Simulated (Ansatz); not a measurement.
Theory: DFT PBE, scalar-relativistic, plane waves, PAW (Ansatz 0.2.0). Settings: cutoff 420 eV, Γ-centred meshes spaced at most about 0.3 Å⁻¹, and about 0.25 Å⁻¹ or finer for metals (2π included), Gaussian smearing. No spin polarisation.

Temperature and zero-point effects are left out.

Question: Which of these relaxed structures of Bi6Te is the lowest in energy?
A. Space group Fm-3m (No. 225), cubic, a = 9.848 Å. Bi is surrounded by 2 Te at 3.48 Å and 8 Bi at 3.48 Å; Te has 12 Bi at 3.48 Å.
B. Space group P-31m (No. 162), trigonal, a = 6.660 Å, c = 6.287 Å. Bi has 6 Bi at 3.25–3.43 Å, 1 Te at 3.26 Å and 1 Te at 4.11 Å; Te is surrounded by 6 Bi at 3.26 Å and 6 Bi at 4.11 Å.
C. Space group R-3m (No. 166), trigonal, a = 8.078 Å, c = 13.524 Å. Bi on its first site has 4 Bi at 3.24 Å, 4 Bi at 4.04 Å and 2 Te at 4.04 Å; around Bi on its second site lie 2 Te at 3.24 Å, 4 Bi at 3.24 Å and 4 Bi at 4.04 Å; Te has 6 Bi at 3.24 Å and 6 Bi at 4.04 Å.
D. Space group P-3m1 (No. 164), trigonal, a = 4.465 Å, c = 14.234 Å. Bi on its first site is surrounded by 6 Bi at 3.23–3.35 Å; Bi on its second site has 6 Bi at 3.20–3.35 Å; around Bi on its third site lie 3 Bi at 3.23 Å and 3 Te at 3.32 Å; Te has 6 Bi at 3.32 Å and 2 Bi at 4.03 Å.
E. Space group R-3m (No. 166), trigonal, a = 4.606 Å, c = 40.007 Å. Bi on its first site is surrounded by 6 Bi at 3.22–3.33 Å; Bi on its second site has 6 Bi at 3.23–3.33 Å; around Bi on its third site lie 3 Bi at 3.23 Å and 3 Te at 3.28 Å; Te has 6 Bi at 3.28 Å.

Answer: E. The next of these, D, lies 31 meV/atom higher. Counting Bi atoms around Te (those within 1.25 times the shortest such distance or 1.15 times the sum of covalent radii, 1.27 where that leaves under three; a plus sign parts nearer from farther groups; the shortest distance is added where it exceeds 1.18 times the sum of covalent radii): E has Te 6; D has Te 6+2; B has Te 6; C has Te 6+6; A has Te 12 from 3.5 Å. All come from invented guesses.

The k mesh leaves some 4 meV/atom of noise in the energy of each metallic cell. These runs have no spin–orbit coupling, which can matter for Bi and Te. Cells relaxed within their symmetry can be saddle points. Some structure types and database cells were kept out of the candidates from the start, so a known form may be missing.
